## Why does the functional that binds too strongly give ZnSe the weakest formation energy?

**Question.** I relaxed zincblende ZnSe with five density functionals and can't reconcile two of the columns. LDA has a reputation for binding atoms too strongly, and it does give the smallest cell. Yet its energy over the elements is the least negative of the five. PBE gives the largest cell, but r2SCAN and HSE06, with smaller cells than PBE, have clearly more negative energies. And r2SCAN hardly moved the cell at all: does that make it the best functional here?

Zincblende ZnSe, cell and atoms relaxed in Ansatz 0.2.0 with scalar-relativistic plane-wave PAW DFT, without spin polarization or a dispersion term, on an 8×8×8 k mesh with 0.02 eV Gaussian smearing. Energies are relative to the elements' standard crystals in the same functional, and volume changes are relative to the shared starting cell of 22.72 Å³/atom.

```tsv
functional	wave cutoff	energy over elements (eV/atom)	volume change (%)	volume per atom (Å³)	geometry scf runs
LDA	420 eV	-0.668	-5.070	21.572	5
PBE	420 eV	-0.713	3.580	23.538	4
PBEsol	420 eV	-0.671	-1.670	22.345	4
r2SCAN	500 eV	-0.851	0.000	22.724	2
HSE06	420 eV	-0.880	1.900	23.156	4
```

**Answer.** The two columns measure different things. Picture each functional's ZnSe as a spring mounted on a wall. The volume per atom is the rest length of the spring, and the energy over the elements is the height at which it is mounted, with the elemental solids as the floor. A functional can change the rest length a good deal and the height very little, or the reverse.

### The rest length

The volume depends on how a functional treats uneven electron density. LDA takes its exchange and correlation energy from a uniform electron gas. PBE adds terms that depend on the density gradient, and its exchange term lowers the energy where the density varies strongly over the typical spacing of the electrons. Stretching the bonds thins the density between the atoms and widens that spacing, so PBE tends to prefer a larger cell, here by 9% in volume relative to LDA.

PBEsol allows a simple test of this picture, because its exchange gradient coefficient is only about 0.55 of PBE's. If the volume simply followed that coefficient, PBEsol would take the same fraction of the step from LDA to PBE. Its predicted volume is then 22.6 Å³/atom, while the calculation gives 22.3. The order is right, but PBEsol really takes only 0.39 of the step. A likely reason is that the gradient term in correlation pulls the other way and is relatively stronger in PBEsol, though these runs don't separate the two terms.

The zero volume change of r2SCAN has a plainer origin. The starting cell was already the r2SCAN minimum: the pressure at the first step was only about 0.02 GPa. The column measures the distance from that cell, not from experiment, so the zero is in itself no sign of accuracy. The measured cell, as recalled, does lie close to this volume, and that comparison, not the zero, is what speaks for r2SCAN. The shared start also makes the next comparison possible.

### What a change of length costs

Since every run started from the same cell, the first step of the PBE run shows PBE's ZnSe at the r2SCAN volume. There it is under a pressure of 2.20 GPa and wants to expand. If the pressure falls evenly to zero as the cell grows, the energy released is that of a spring, half the force times the distance:

$$
\Delta E \approx \tfrac12\,p\,(V_{\mathrm{PBE}}-V_{\mathrm{start}})
$$

Here $p$ is the starting pressure and $V$ the volume per atom. With $V_{\mathrm{PBE}}=23.538$ and $V_{\mathrm{start}}=22.724$ Å³, and the product converted from GPa Å³ to eV,

$$
\Delta E \approx \tfrac12 \times 2.20 \times 0.814\ \text{GPa Å³} \approx 0.0056\ \mathrm{eV/atom}.
$$

The run itself gained 0.0055 eV/atom on relaxing. A small part of that gain came in the last step, where the pressure hardly changed, so it is numerical and the match is good only to several percent. The estimate takes its pressure and volumes from that same run, so the agreement confirms the spring picture for small changes of volume, not the accuracy of PBE.

Now compare this with the energy column. r2SCAN lies 0.138 eV/atom below PBE, about 25 times the cost of squeezing PBE's ZnSe into the r2SCAN cell. Even squeezing it into the much smaller LDA cell would cost only about 0.03 eV/atom, by a rougher estimate with the same stiffness. The step in energy is therefore a change in mounting height, and the cell size of ZnSe has little part in it.

The spring picture ends here. It gives the cost of moving along one functional's energy curve, but not the reason why another functional places the whole curve lower.

### The height

The energy over the elements compares ZnSe with solid zinc and solid selenium in the same functional. LDA's overbinding is best known from comparisons with free atoms. Here there are bonded solids on both sides, so much of that error cancels. What survives is the error in exchanging one kind of bonding for another: metallic zinc and covalent selenium chains become a polar compound.

This explains why LDA's reputation is a poor guide to this column, but not why LDA ends up above PBE. The difference is modest, 0.045 eV/atom, and LDA and PBEsol are too close to rank. One guess lies in the selenium chains: LDA tends to draw them together too strongly, while PBE without a dispersion term tends to hold them too weakly. Both errors would make ZnSe look less favourable in LDA than in PBE. Separate energies for the two elements would be needed to test it, and these runs don't contain them.

The larger step is best followed from PBE to HSE06, because HSE06 is PBE with a quarter of the short-range exchange replaced by exact exchange. That one change in the functional lowers the energy over the elements by 0.167 eV/atom, while the volume shrinks by less than 2%. The table thus ties the step to the treatment of exchange. How exchange does it has to be argued.

When ZnSe forms, electrons shift from zinc towards selenium and fill states concentrated there. In approximate functionals an electron partly repels itself, and this error tends to be worse for compact states than for the spread-out electrons of a metal. Such states sit on both atoms: the filled selenium p states, and zinc's filled 3d shell, which these functionals are expected to place too high, where it mixes with the selenium states and pushes them up. Exact exchange removes part of the self-repulsion, and a gain for the polar compound over its elements is the usual expectation. It doesn't follow automatically, because the same correction also acts in solid zinc and solid selenium, and these runs don't show which states carry the gain.

The runs hold one related number. Measured from the mean electrostatic potential, the top of the filled bands, where selenium states are expected to dominate, lies about 0.5 eV lower in HSE06 than in PBE. This is weak evidence, since a level isn't a total energy. Exact exchange is expected to lower filled levels in the elements as well, and a lower zinc 3d shell would pull this level down too. The level also moves with little change in energy: it lies about 0.5 eV higher in LDA than in PBE, whose energies differ by only 0.045 eV/atom.

r2SCAN contains no exact exchange, but it also uses the kinetic energy density of the electrons, which lets it distinguish kinds of bonding and often reduces the same error. Its highest filled level lies within 0.02 eV of PBE's, but its cell is smaller. From PBE to PBEsol to LDA this level rises as the cell shrinks; if volume is the cause, r2SCAN's cell alone would raise it by about 0.2 eV, so a drop of about that size is hidden. The r2SCAN run also used a higher wave cutoff, 500 eV instead of 420 eV, but that isn't expected to account for a step of this size.

Part of the step may come from the elements instead. Exact exchange often describes metals less well, and if HSE06 makes solid zinc too unstable, ZnSe looks more favourable without being better described. These runs can't tell which side is described better. Tabulated formation enthalpies, as recalled, lie near the r2SCAN and HSE06 values rather than the other three, but a good difference can still hide errors that cancel.

For a similar compound of a metal and a chalcogen, the same reasoning suggests two separate questions. How strongly does the functional favour uneven density? Among LDA, PBE and PBEsol, that guides the volume. How much self-repulsion does it leave in compact states, on the chalcogen and in the metal's d shell? That is likely to matter for the formation energy, along with how well the functional describes the elements themselves.

### What this means for the band gap

The same runs also give band gaps. PBE gives 1.15 eV and HSE06 2.33 eV. The measured gap, recalled as roughly 2.8 eV, is larger still. Spin-orbit coupling is left out of these runs, but it would narrow the calculated gaps further, so it doesn't explain the shortfall.

Two functionals can nearly agree on the formation energy and still differ on the gap. Starting from PBE, r2SCAN makes 83% of HSE06's shift in energy but only 61% of its shift in gap. The formation energy depends on total energies of three solids, whereas the gap depends on the levels at the edge of the filled and empty bands in one of them.

Cell size, which mattered so little for the energy, matters here. LDA's gap is about 0.1 eV wider than PBE's, but its cell is also much smaller, and compression widens the gap of ZnSe. With a rough recalled value for that sensitivity, the difference in volume alone is worth about 0.3 eV. At equal volume PBE is therefore expected to have the wider gap, though no run here tests it. To compare gaps across functionals, compare them in the same cell as well as in their own relaxed cells.

The printed analysis below gives the shifts against PBE, the PBEsol estimate built from the LDA and PBE rows, and the spring estimate for the PBE run.

Numerical output:

```
Shifts against PBE:
     row  volume shift in %  energy shift in eV/atom  gap in eV  gap shift in eV
     LDA             -8.352                    0.045       1.25          0.09513
     PBE                  0                        0      1.155                0
  PBEsol             -5.068                    0.042      1.239          0.08458
  r2SCAN             -3.458                   -0.138      1.869           0.7147
   HSE06             -1.623                   -0.167      2.334            1.179
PBE volume above LDA volume in %: 9.114
PBEsol share of PBE exchange gradient coefficient: 0.5455
PBEsol share of the LDA-to-PBE volume step as computed: 0.3932
PBEsol volume predicted by scaling in A^3/atom: 22.64
prediction less computed PBEsol volume in %: 1.34
PBE energy gain on relaxing from the start cell in meV/atom: 5.495
harmonic estimate of that gain in meV/atom: 5.584
mean stiffness of PBE between start and final cell in GPa: 62.53
rough elastic cost of the whole LDA-PBE volume difference in eV/atom: 0.03494
energy spread among LDA and PBE and PBEsol in eV/atom: 0.045
r2SCAN share of the PBE-to-HSE06 energy shift in %: 82.63
r2SCAN share of the PBE-to-HSE06 gap shift in %: 60.61
deformation potential size above which PBE has the larger gap at equal volume in eV: 1.091
rough gap change from the LDA-PBE volume difference alone in eV: 0.3489
wavelength of the PBE gap in nm: 1074
wavelength of the HSE06 gap in nm: 531.3
```
